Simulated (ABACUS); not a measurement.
# ZnO (zincite) (P6_3mc) in ABACUS: equation of state, part 2 of 2

ABACUS 3.10.1. Earlier steps stand in the parts before.

## Step 3: Equation of state, PBEsol, 11.42 Å³/atom (volume scaled by 0.96)

The input, INPUT:

```
INPUT_PARAMETERS
suffix              ZnO
calculation         scf
basis_type          pw
pseudo_dir          ./
symmetry            1
dft_functional      pbesol
ecutwfc             84
pseudo_rcut         7
nspin               1
nbands              32
ks_solver           dav
smearing_method     fd
smearing_sigma      0.00367493
scf_thr             1e-08
scf_nmax            100
mixing_type         broyden
mixing_beta         0.7
cal_force           1
cal_stress          1
kpar                4
```

The input, STRU:

```
ATOMIC_SPECIES
Zn 65.3800 Zn.upf
O 15.9990 O.upf

LATTICE_CONSTANT
1.8897261246

LATTICE_VECTORS
3.2053930491 0.0000000000 0.0000000000
-1.6026965246 2.7759518096 0.0000000000
0.0000000000 0.0000000000 5.1353529565

ATOMIC_POSITIONS
Direct

Zn
0.0
2
0.6666666667 0.3333333333 0.0000000000 1 1 1
0.3333333333 0.6666666667 0.5000000000 1 1 1

O
0.0
2
0.3333333333 0.6666666667 0.8790100000 1 1 1
0.6666666667 0.3333333333 0.3790100000 1 1 1
```

The input, KPT:

```
K_POINTS
0
Gamma
9 9 5 0 0 0
```

Potentials or basis: PseudoDojo NC SR 0.4.1 PBEsol standard, plane waves.

The run is started by

```sh
OMP_NUM_THREADS=1 mpirun -np 4 abacus > log
```

running log:

```text
ABACUS v3.10.1

               Atomic-orbital Based Ab-initio Computation at UStc

 ------------------------------------------------------------------------------------

 READING GENERAL INFORMATION
                           global_out_dir = OUT.ZnO/
                           global_in_card = INPUT
                               pseudo_dir = ./
[... 8 lines left out ...]

 READING ATOM TYPE 1
                               atom label = Zn
                      L=0, number of zeta = 1
                      L=1, number of zeta = 1
                      L=2, number of zeta = 1
             number of atom for this type = 2

 READING ATOM TYPE 2
                               atom label = O
                      L=0, number of zeta = 1
                      L=1, number of zeta = 1
                      L=2, number of zeta = 1
             number of atom for this type = 2

                        TOTAL ATOM NUMBER = 4
DIRECT COORDINATES
    atom                   x                   y                   z     mag                  vx                  vy                  vz
taud_Zn1            0.6666666667        0.3333333333        0.0000000000  0.0000        0.0000000000        0.0000000000        0.0000000000
taud_Zn2            0.3333333333        0.6666666667        0.5000000000  0.0000        0.0000000000        0.0000000000        0.0000000000
taud_O1            0.3333333333        0.6666666667        0.8790100000  0.0000        0.0000000000        0.0000000000        0.0000000000
taud_O2            0.6666666667        0.3333333333        0.3790100000  0.0000        0.0000000000        0.0000000000        0.0000000000

[... 357 lines left out ...]
 E_xc           -105.7300178201      -1438.5306919950
 E_Ewald        -514.3780415388      -6998.4722910084
 E_entropy(-TS) -0.0000001991        -0.0000027093
 E_descf        0.0000000000         0.0000000000
 E_exx          0.0000000000         0.0000000000
 E_Fermi        0.7875771046         10.7155362368
----------------------------------------------------------

 charge density convergence is achieved
 final etot is -12268.445121 eV
 EFERMI = 10.715536237 eV

 STATE ENERGY(eV) AND OCCUPATIONS    NSPIN == 1
 1/9 kpoint (Cartesian) = 0.0000 0.0000 0.0000 (4031 pws)
       1       -112.902     0.00493827
       2       -112.901     0.00493827
       3       -67.2553     0.00493827
       4       -67.2514     0.00493827
       5       -67.2514     0.00493827
       6       -67.2513     0.00493827
[... 194 lines left out ...]
      31        22.4906        0.00000
      32        23.6461        0.00000

[... levels at 3 further k points ...]

------------------------------------------------------------------------------------------
 TOTAL-FORCE (eV/Angstrom)
------------------------------------------------------------------------------------------
                       Zn1         0.0000000000         0.0000000000        -0.0749332104
                       Zn2         0.0000000000         0.0000000000        -0.0749332104
                        O1         0.0000000000         0.0000000000         0.0749332104
                        O2         0.0000000000         0.0000000000         0.0749332104
------------------------------------------------------------------------------------------

----------------------------------------------------------------
 TOTAL-STRESS (KBAR)
----------------------------------------------------------------
        35.5989518744         0.0000000006         0.0000000000
         0.0000000006        35.5989518753         0.0000000000
         0.0000000000         0.0000000000        54.2407686830
----------------------------------------------------------------
 TOTAL-PRESSURE: 41.812891 KBAR

 --------------------------------------------
 !FINAL_ETOT_IS -12268.4451206819667277 eV
 --------------------------------------------
```

It took 25 s on 4 MPI ranks of Intel Xeon Platinum 8259CL at 2.50GHz (Skylake/Cascade Lake), shared host; peak memory 0.48 GiB.

What came out:

```yaml
Free_energy: -12268.4451 eV
Pressure: 4.2 GPa
Largest_force: 0.075 eV/Å
Band_gap_on_the_k_mesh: 0.83 eV, direct
```

## Step 4: Equation of state, PBEsol, 11.66 Å³/atom (volume scaled by 0.98)

INPUT is that of step 3.

STRU: that of step 3 with these lines changed.

```diff
@@ -8,5 +8,5 @@
 LATTICE_VECTORS
-3.2053930491 0.0000000000 0.0000000000
--1.6026965246 2.7759518096 0.0000000000
-0.0000000000 0.0000000000 5.1353529565
+3.2274999067 0.0000000000 0.0000000000
+-1.6137499533 2.7950969099 0.0000000000
+0.0000000000 0.0000000000 5.1707703030
```

KPT is that of step 3.

The run is started by

```sh
OMP_NUM_THREADS=1 mpirun -np 4 abacus > log
```

Wall time 26 s (4 MPI ranks of Intel Xeon Platinum 8259CL at 2.50GHz (Skylake/Cascade Lake), shared host); peak memory 0.48 GiB.

It converged, with:

| Property | Result |
| --- | --- |
| Free energy | -12268.4601 eV |
| Pressure | 0.9 GPa |
| Largest force | 0.068 eV/Å |
| Band gap on the k mesh | 0.79 eV, direct |

## Step 5: Equation of state, PBEsol, 11.90 Å³/atom

INPUT is that of step 4.

STRU: that of step 4 with these lines changed.

```diff
@@ -8,5 +8,5 @@
 LATTICE_VECTORS
-3.2274999067 0.0000000000 0.0000000000
--1.6137499533 2.7950969099 0.0000000000
-0.0000000000 0.0000000000 5.1707703030
+3.2493080000 0.0000000000 0.0000000000
+-1.6246540000 2.8139832727 0.0000000000
+0.0000000000 0.0000000000 5.2057090000
```

KPT is that of step 4.

The run is started by

```sh
OMP_NUM_THREADS=1 mpirun -np 4 abacus > log
```

It took 26 s on 4 MPI ranks of Intel Xeon Platinum 8259CL at 2.50GHz (Skylake/Cascade Lake), shared host; peak memory 0.48 GiB.

The run converged. Its results:

```
Free energy            : -12268.4568 eV
Pressure               : -2.0 GPa
Largest force          : 0.061 eV/Å
Band gap on the k mesh : 0.76 eV, direct
```

## Step 6: Equation of state, PBEsol, 12.14 Å³/atom (volume scaled by 1.02)

INPUT is that of step 5.

STRU: that of step 5 with these lines changed.

```diff
@@ -8,5 +8,5 @@
 LATTICE_VECTORS
-3.2493080000 0.0000000000 0.0000000000
--1.6246540000 2.8139832727 0.0000000000
-0.0000000000 0.0000000000 5.2057090000
+3.2708272232 0.0000000000 0.0000000000
+-1.6354136116 2.8326194666 0.0000000000
+0.0000000000 0.0000000000 5.2401848988
```

KPT is that of step 5.

Potentials or basis: PseudoDojo NC SR 0.4.1 PBEsol standard, plane waves.

The run is started by

```sh
OMP_NUM_THREADS=1 mpirun -np 4 abacus > log
```

Wall time 32 s (4 MPI ranks of Intel Xeon Platinum 8259CL at 2.50GHz (Skylake/Cascade Lake), shared host); peak memory 0.52 GiB.

Results (log left out):

| Property | Result |
| --- | --- |
| Free energy | -12268.4373 eV |
| Pressure | -4.6 GPa |
| Largest force | 0.054 eV/Å |
| Band gap on the k mesh | 0.73 eV, direct |

## Step 7: Equation of state, PBEsol, 12.38 Å³/atom (volume scaled by 1.04)

INPUT is that of step 6.

STRU: that of step 6 with these lines changed.

```diff
@@ -8,5 +8,5 @@
 LATTICE_VECTORS
-3.2708272232 0.0000000000 0.0000000000
--1.6354136116 2.8326194666 0.0000000000
-0.0000000000 0.0000000000 5.2401848988
+3.2920669561 0.0000000000 0.0000000000
+-1.6460334781 2.8510136149 0.0000000000
+0.0000000000 0.0000000000 5.2742130269
```

KPT is that of step 6.

The run is started by

```sh
OMP_NUM_THREADS=1 mpirun -np 4 abacus > log
```

Wall time 32 s (4 MPI ranks of Intel Xeon Platinum 8259CL at 2.50GHz (Skylake/Cascade Lake), shared host); peak memory 0.52 GiB.

The run converged. Its results:

- Free energy: -12268.4031 eV
- Pressure: -6.9 GPa
- Largest force: 0.048 eV/Å
- Band gap on the k mesh: 0.70 eV, direct

## Step 8: Equation of state, PBEsol, 12.61 Å³/atom (volume scaled by 1.06)

INPUT is that of step 7.

STRU: that of step 7 with these lines changed.

```diff
@@ -8,5 +8,5 @@
 LATTICE_VECTORS
-3.2920669561 0.0000000000 0.0000000000
--1.6460334781 2.8510136149 0.0000000000
-0.0000000000 0.0000000000 5.2742130269
+3.3130361008 0.0000000000 0.0000000000
+-1.6565180504 2.8691734269 0.0000000000
+0.0000000000 0.0000000000 5.3078076462
```

KPT is that of step 7.

The run is started by

```sh
OMP_NUM_THREADS=1 mpirun -np 4 abacus > log
```

Wall time 33 s (4 MPI ranks of Intel Xeon Platinum 8259CL at 2.50GHz (Skylake/Cascade Lake), shared host); peak memory 0.52 GiB.

It converged, with:

```
Free energy            : -12268.3559 eV
Pressure               : -9.0 GPa
Largest force          : 0.042 eV/Å
Band gap on the k mesh : 0.67 eV, direct
```

## Step 9: Equation of state, PBEsol

Potentials or basis: PseudoDojo NC SR 0.4.1 PBEsol standard, plane waves.

This step only gathers the single runs of the series.

Results:

```
Equilibrium volume                        : 11.73 Å³/atom
Bulk modulus at fixed shape and positions : 146 GPa
Pressure derivative of the bulk modulus   : 4.5
```

Energy against volume, from the lowest point:
| volume (Å³/atom) | energy (meV/atom) |
| --- | --- |
| 11.186 | 12.56 |
| 11.424 | 3.74 |
| 11.662 | 0.00 |
| 11.900 | 0.81 |
| 12.138 | 5.70 |
| 12.376 | 14.24 |
| 12.614 | 26.04 |

Caveat: the cell was scaled at fixed shape and fractional positions, which overstates the stiffness of a crystal with free parameters, most of all of layers and chains.
